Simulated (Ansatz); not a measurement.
**CaO: band gap under strain**

How does strain move the band edges of CaO in the rocksalt structure, and do the functionals agree on it? States: -2.2 % strain along x alone; -1.6 % shear in the xy plane; +1.5 % biaxial strain in the (111) plane, free along [111].

Code: Ansatz 0.2.0. PAW datasets, plane waves. (Simulation; spin polarisation is off.)

### 1 Starting point

The unstrained cell was relaxed with r2SCAN; in each strained cell the atoms were relaxed again with r2SCAN. Names of k-points are those of the unstrained zone, where strain can split equivalent points. First state: -2.2 % strain along x alone.

The symmetry is I4/mmm (No. 139, tetragonal); conventional cell a = 3.391 Å, c = 4.689 Å, 13.48 Å³ an atom. Ca has 6 O at 2.34–2.40 Å; O has 6 Ca at 2.34–2.40 Å.

The structure in full:

```cif
data_structure
_symmetry_space_group_name_H-M 'I4/mmm'
_symmetry_Int_Tables_number 139
_cell_length_a 3.3906
_cell_length_b 3.3906
_cell_length_c 4.6886
_cell_angle_alpha 90.000
_cell_angle_beta 90.000
_cell_angle_gamma 90.000
_cell_volume 53.90
loop_
_atom_site_label
_atom_site_type_symbol
_atom_site_symmetry_multiplicity
_atom_site_Wyckoff_symbol
_atom_site_fract_x
_atom_site_fract_y
_atom_site_fract_z
_atom_site_occupancy
Ca1 Ca 2 a 0.00000 0.00000 0.00000 1
O1 O 2 b 0.00000 0.00000 0.50000 1
```

### 2 -2.2 % strain along x alone: PBE

The input, input.yaml:

```yaml
crystal:
  lattice:
    - [0.0, 2.3975501188, 2.3975501188]
    - [2.3443245062, 0.0, 2.3975501188]
    - [2.3443245062, 2.3975501188, 0.0]
  atoms:
    - { symbol: Ca, position: [0.0, 0.0, 0.0] }
    - { symbol: O, position: [0.5, 0.5, 0.5] }
kpoints:
  mp_grid: { grid: [10, 10, 10] }
  band_path:
    path:
      - [0.0, 0.0, 0.0]
      - [0.5, 0.0, 0.5]
      - [0.625, 0.25, 0.625]
      - [0.375, 0.375, 0.75]
      - [0.5, 0.5, 0.5]
      - [0.5, 0.25, 0.75]
      - [0.0, 0.5, 0.5]
    npoints: 1
hamiltonian:
  xc: pbe
scf:
  occupations: { method: fermi_dirac, width: 0.02 }
  n_extra_bands: 4
output:
  forces: true
  stress: true
  eigenvalues: true
```

The run is started by

```sh
$ ansatz run input.yaml --threads 4 --pin off --max-ram 3686MiB --backend cpu --events-out ev --progress --plain --runs-dir out
```

After this run come: -2.2 % strain along x alone: r2SCAN; -2.2 % strain along x alone: HSE06; -1.6 % shear in the xy plane: PBE; -1.6 % shear in the xy plane: r2SCAN; -1.6 % shear in the xy plane: HSE06; +1.5 % biaxial strain in the (111) plane, free along [111]: PBE; +1.5 % biaxial strain in the (111) plane, free along [111]: r2SCAN; +1.5 % biaxial strain in the (111) plane, free along [111]: HSE06.

Q: Predict the outcome of this session.

As calculated:

Least gap in eV (negative: overlap):

```
                                                     state   PBE  r2SCAN  HSE06
                               -2.2 % strain along x alone  3.56    4.10   5.23
                              -1.6 % shear in the xy plane  3.62    4.17   5.28
+1.5 % biaxial strain in the (111) plane, free along [111]  3.60    4.14   5.25
```

What this shows: Where both were run, the HSE06 gap lies +1.65 to +1.67 eV from PBE's, each on its own k points. In PBE the gap is least under -2.2 % strain along x alone (3.56 eV) and largest under -1.6 % shear in the xy plane (3.62 eV).
